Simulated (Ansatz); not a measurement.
# ZnS: the change of pressure and energy above given cell with volume ratio

Results calculated with Ansatz 0.2.0, not measured. Plane-wave density functional theory, PAW datasets, Gaussian smearing 0.05 eV: equation of state, the given cell scaled in volume with shape and atoms relaxed at each volume.

The cell before it is scaled or strained (space group P6_3mc, No. 186):
```
CELL_PARAMETERS angstrom
3.78160 0.00000 0.00000
-1.89080 3.27500 0.00000
0.00000 0.00000 6.20970
ATOMIC_POSITIONS crystal
Zn 0.33330 0.66670 0.00550
Zn 0.66670 0.33330 0.50550
S 0.33330 0.66670 0.37950
S 0.66670 0.33330 0.87950
```

Settings of every row: paw set soft_2; functional PBEsol; spin treatment none; moment partition spheres; spin axis none; wave cutoff 420 eV; k mesh 10x10x6; symmetry use detected.

Atom hubbard u: 0 on all atoms.

| row | volume ratio | V (Å³/atom) | pressure (GPa) | energy above given cell (meV per atom) |
| --- | --- | --- | --- | --- |
| 1 | 0.96 | 18.457 | 3.503 | 8.09 |
| 2 | 0.98 | 18.842 | ? | ? |
| 3 | 1 | 19.226 | -0.006 | 0 |
| 4 | 1.02 | 19.611 | -1.494 | 1.83 |
| 5 | 1.04 | 19.995 | -2.829 | 7.05 |

Question: what pressure and energy above given cell should row 2 give?

Worked fit of pressure. Take u = (V_r/V)^(2/3) − 1 with V_r = 19.419 Å³ an atom, which is twice the finite (Eulerian) strain; such expansions in the strain, on which the Birch-Murnaghan equation of state is built, carry the rest volume and the bulk modulus. The shown rows have u = 0.03445, 0.00668, -0.00654, -0.0193. Least squares give pressure = −0.7725 + 112.823 × u + 327.36 × u² GPa; a straight line predicts inner rows, each left out in turn, worse (root mean square 0.14 against 0.0049 GPa). The rows lie off it by 0.000, -0.002, 0.002, -0.001. The pressure vanishes at u = 0.0067, or V = 19.22 Å³ an atom, and there the bulk modulus with shape and atoms relaxed is B = −V dP/dV = (2/3)(1 + u) dP/du = 78.7 GPa. The withheld row has u = 0.02031, so the fit gives −0.7725 + 112.823 × (0.02031) + 327.36 × (0.02031)² = 1.654 GPa.

The calculation gave 1.655 GPa. The fit lies 0.001 GPa (0.016 % of the column's range) below it, one unit of the last digit.

Worked fit of energy above given cell. Take u = (V_r/V)^(2/3) − 1 with V_r = 19.419 Å³ an atom, which is twice the finite (Eulerian) strain; such expansions in the strain, on which the Birch-Murnaghan equation of state is built, carry the rest volume and the bulk modulus. The shown rows have u = 0.03445, 0.00668, -0.00654, -0.0193. Least squares give energy above given cell = 0.467 − 139.24 × u + 10464.5 × u² meV per atom; a straight line predicts inner rows, each left out in turn, worse (root mean square 4.6 against 0.01 meV per atom). All shown rows lie on it to the printed digit. Its lowest point lies at u = 0.0067, or V = 19.23 Å³ an atom, and the curvature there gives the bulk modulus with shape and atoms relaxed, B = (4/9)(1 + u)² E″(u)/V = 78.5 GPa. The withheld row has u = 0.02031, so the fit gives 0.467 − 139.24 × (0.02031) + 10464.5 × (0.02031)² = 1.96 meV per atom.

The calculation gave 1.95 meV per atom. The fit lies 0.01 meV per atom (0.12 % of the column's range) above it, one unit of the last digit.
